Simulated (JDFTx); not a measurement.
# Cu (I4/mmm) in JDFTx: reference runs

Reference runs on Cu: the cell as given and a disturbed copy.

Everything below comes from runs of JDFTx 1.7.0 (patched build). Logs are shortened: lines on timing, memory, paths and dates and some standing lists are left out, and cuts for length are marked. The log counts tension as positive stress, the text compression.

## (1) The structure

It takes space group I4/mmm (No. 139, tetragonal). Conventional cell: a = 2.886 Å, b = 2.886 Å, c = 2.752 Å, α = 90.00°, β = 90.00°, γ = 90.00°. Cu (site symmetry 4/mmm) is surrounded by 10 Cu at 2.46 to 2.75 Å.

This isn't the form of Cu at room conditions, which is fcc.

## (2) Single point, PBEsol

File Cu.in:

```
lattice \
   -2.7264842292     2.7264842292     2.7264842292 \
    2.7264842292    -2.7264842292     2.7264842292 \
    2.6004170657     2.6004170657    -2.6004170657
coords-type Lattice
ion Cu     0.0000000000     0.0000000000     0.0000000000 1

ion-species pseudo/Cu.upf
elec-cutoff 46
elec-ex-corr gga-PBEsol
kpoint-folding 13 13 13
elec-smearing Fermi 0.0018374661
elec-n-bands 15
electronic-SCF nIterations 100 energyDiffThreshold 1e-09
electronic-minimize nIterations 30 energyDiffThreshold 1e-7
converge-empty-states yes
forces-output-coords Cartesian

dump-name run.$VAR
dump End Ecomponents EigStats BandEigs Kpoints Forces Stress ElecDensity Dtot KEdensity
```

Potentials or basis: PseudoDojo-SR-PBEsol-0.4.1-standard with smoothed tails.

Run with:

```bash
$ jdftx -c 1 -i Cu.in -o Cu.out
```

The program printed:

```text
*************** JDFTx 1.7.0 (patched build) ***************

Input parsed successfully to the following command list (including defaults):
[... the input with its defaults ...]

---------- Setting up symmetries ----------

Found 16 point-group symmetries of the bravais lattice
Found 16 space-group symmetries with basis
Applied RMS atom displacement 0 bohrs to make symmetries exact.

---------- Initializing the Grid ----------
R =
[     -2.72648      2.72648      2.72648  ]
[      2.72648     -2.72648      2.72648  ]
[      2.60042      2.60042     -2.60042  ]
unit cell volume = 77.3231
G =
[ -3.22706e-17    1.15225    1.20811  ]
[    1.15225 -3.22706e-17    1.20811  ]
[    1.15225    1.15225 -2.88137e-17  ]
Minimum fftbox size, Smin = [  32  32  32  ]
Chosen fftbox size, S = [  32  32  32  ]

---------- Exchange Correlation functional ----------
Initalized PBEsol GGA exchange.
Initalized PBEsol GGA correlation.

---------- Setting up pseudopotentials ----------
Width of ionic core gaussian charges (only for fluid interactions / plotting) set to 0

Reading pseudopotential file 'pseudo/Cu.upf':
  'Cu' pseudopotential, 'PBESOL' functional
  Generated using ONCVPSP code by D. R. Hamann
  19 valence electrons, 4 orbitals, 6 projectors, 1001 radial grid points, with lMax = 2
    3S    l: 0   occupation:  2.0   eigenvalue: -4.204292
    3P    l: 1   occupation:  6.0   eigenvalue: -2.645923
    3D    l: 2   occupation: 10.0   eigenvalue: -0.185942
    4S    l: 0   occupation:  1.0   eigenvalue: -0.169360
  Core radius for overlap checks: 1.70 bohrs.

Initialized 1 species with 1 total atoms.

Folded 1 k-points by 13x13x13 to 2197 k-points.

---------- Setting up k-points, bands, fillings ----------
Reduced to 196 k-points under symmetry.
Computing the number of bands and number of electrons
Calculating initial fillings.
nElectrons:  19.000000   nBands: 15   nStates: 196

----- Setting up reduced wavefunction bases (one per k-point) -----
average nbasis = 1152.302 , ideal nbasis = 1152.231

---------- Setting up ewald sum ----------
Optimum gaussian width for ewald sums = 1.675805 bohr.
Real space sum over 2197 unit cells with max indices [  6  6  6  ]
Reciprocal space sum over 2197 terms with max indices [  6  6  6  ]

---------- Allocating electronic variables ----------
Initializing wave functions:  linear combination of atomic orbitals
Note: number of bands (15) exceeds available atomic orbitals (10)
Cu pseudo-atom occupations:   s ( 2 1 )  p ( 6 )  d ( 10 )
	FillingsUpdate:  mu: +0.609757852  nElectrons: 19.000000
LCAOMinimize: Iter:   0  F: -185.3692335064645249  |grad|_K:  2.975e-03  alpha:  1.000e+00
	FillingsUpdate:  mu: +0.675807795  nElectrons: 19.000000
LCAOMinimize: Iter:   1  F: -185.4313854068836918  |grad|_K:  6.691e-04  alpha:  4.488e-01  linmin:  3.207e-01  cgtest: -1.112e+00
LCAOMinimize: 	Bad step direction: g.d > 0.
[... 12 lines of inner loops ...]
LCAOMinimize: Encountered beta<0, resetting CG.
	FillingsUpdate:  mu: +0.654601381  nElectrons: 19.000000
LCAOMinimize: Iter:   7  F: -185.4353430969506178  |grad|_K:  8.291e-09  alpha:  6.792e-01  linmin: -4.532e-02  cgtest:  1.695e-01
LCAOMinimize: Converged (|Delta F|<1.000000e-06 for 2 iters).

-------- Electronic minimization -----------
Will mix electronic density at each iteration.
	FillingsUpdate:  mu: +0.654601381  nElectrons: 19.000000
	FillingsUpdate:  mu: +0.649640419  nElectrons: 19.000000
SCF: Cycle:  0   F: -185.444914932215681   dF: -9.572e-03   |Residual|: 6.017e-02   |deigs|: 4.196e-01
	FillingsUpdate:  mu: +0.658438223  nElectrons: 19.000000
SCF: Cycle:  1   F: -185.446611023315768   dF: -1.696e-03   |Residual|: 1.900e-02   |deigs|: 1.856e-02
	FillingsUpdate:  mu: +0.655253724  nElectrons: 19.000000
SCF: Cycle:  2   F: -185.446882825400309   dF: -2.718e-04   |Residual|: 8.091e-03   |deigs|: 5.588e-03
	FillingsUpdate:  mu: +0.655341297  nElectrons: 19.000000
SCF: Cycle:  3   F: -185.446889703189981   dF: -6.878e-06   |Residual|: 8.685e-04   |deigs|: 7.913e-04
	FillingsUpdate:  mu: +0.655228724  nElectrons: 19.000000
SCF: Cycle:  4   F: -185.446889900888891   dF: -1.977e-07   |Residual|: 4.371e-04   |deigs|: 4.600e-04
	FillingsUpdate:  mu: +0.655269808  nElectrons: 19.000000
SCF: Cycle:  5   F: -185.446890017399312   dF: -1.165e-07   |Residual|: 2.653e-05   |deigs|: 4.779e-04
	FillingsUpdate:  mu: +0.655268439  nElectrons: 19.000000
SCF: Cycle:  6   F: -185.446890021975605   dF: -4.576e-09   |Residual|: 1.044e-05   |deigs|: 3.698e-04
	FillingsUpdate:  mu: +0.655266606  nElectrons: 19.000000
SCF: Cycle:  7   F: -185.446890022749244   dF: -7.736e-10   |Residual|: 7.952e-06   |deigs|: 3.217e-04
	FillingsUpdate:  mu: +0.655266710  nElectrons: 19.000000
SCF: Cycle:  8   F: -185.446890022940181   dF: -1.909e-10   |Residual|: 4.513e-06   |deigs|: 2.635e-04
SCF: Converged (|Delta E|<1.000000e-09 for 2 iters).

Setting wave functions to eigenvectors of Hamiltonian
Converging empty states (this may take a while): |deigs|: 9.018e-04

# Stress tensor in Cartesian coordinates [Eh/a0^3]:
[  5.82349e-05            0            0  ]
[            0  5.82349e-05            0  ]
[            0            0   5.6755e-05  ]

# Ionic positions in lattice coordinates:
ion Cu   0.000000000000000   0.000000000000000   0.000000000000000 1

# Forces in Cartesian coordinates:
force Cu  -0.000000000000000  -0.000000000000000  -0.000000000000000 1

# Energy components:
   Eewald =     -122.3728413070013801
       EH =       55.5408396611726971
     Eloc =     -153.0314040681566041
      Enl =      -33.4117902641984870
      Exc =      -23.1128004998852390
 Exc_core =        4.0102258270289397
       KE =       86.9309755820816861
-------------------------------------
     Etot =     -185.4467950689583802
       TS =        0.0000949539818060
-------------------------------------
        F =     -185.4468900229401811

IonicMinimize: Iter:   0  F: -185.446890022940181  |grad|_K:  0.000e+00
IonicMinimize: Converged (|grad|_K<1.000000e-04).

#--- Lowdin population analysis ---
# oxidation-state Cu +0.173

Dumping 'run.eigStats' ...
	eMin: -3.471134 at state 0 ( [ +0.000000 +0.000000 +0.000000 ] spin 0 )
	HOMO: +0.655090 at state 102 ( [ +0.076923 -0.230769 +0.461538 ] spin 0 )
	mu  : +0.655269
	LUMO: +0.656463 at state 96 ( [ +0.076923 -0.307692 +0.461538 ] spin 0 )
	eMax: +2.019846 at state 155 ( [ +0.230769 +0.230769 +0.230769 ] spin 0 )
	HOMO-LUMO gap: +0.001373
	Optical gap  : +0.059113 at state 82 ( [ +0.076923 +0.461538 -0.384615 ] spin 0 )
Done!
```

Run time: 63 s. Hardware: 1 thread of AMD EPYC 7R43 (Zen 3), shared host; peak memory 0.15 GiB.

What came out:

| Item | Value |
| --- | --- |
| Free energy | -5046.2670 eV |
| Pressure | -1.7 GPa |
| Band gap on the k mesh | none (metal or under the smearing width) |

## (3) Single point, PBEsol (cell strained at random at fixed volume)

Cu.in, as its differences from that of step 2:

```diff
@@ -1,7 +1,7 @@
 lattice \
-   -2.7264842292     2.7264842292     2.7264842292 \
-    2.7264842292    -2.7264842292     2.7264842292 \
-    2.6004170657     2.6004170657    -2.6004170657
+   -2.6660199474     2.6303929408     2.7608501838 \
+    2.7242594169    -2.7487030243     2.8435332607 \
+    2.5827586144     2.5710328638    -2.6083870801
 coords-type Lattice
-ion Cu     0.0000000000     0.0000000000     0.0000000000 1
+ion Cu     0.0187920000     0.0028610000     0.0143870000 1
```

Potentials or basis: PseudoDojo-SR-PBEsol-0.4.1-standard with smoothed tails.

Run with:

```bash
$ jdftx -c 1 -i Cu.in -o Cu.out
```

Wall time 5.8 min (1 thread of AMD EPYC 7R43 (Zen 3), shared host); peak memory 0.71 GiB.

It converged, with:

```yaml
Free_energy: -5046.2618 eV
Pressure: -1.3 GPa
Band_gap_on_the_k_mesh: none (metal or under the smearing width)
```

Stress tensor (GPa, compression positive):
```
-2.59 -4.47  1.37
-4.47 -0.27  0.89
 1.37  0.89 -1.14
```

Levels at points of the mesh, in eV from the Fermi level:
| k point | band 6 | band 7 | band 8 | band 9 | band 10 | band 11 | band 12 | band 13 |
| --- | --- | --- | --- | --- | --- | --- | --- | --- |
| (0.00, 0.00, 0.00) | -3.26 | -3.11 | -2.85 | -2.14 | -1.85 | 23.86 | 25.42 | 26.39 |
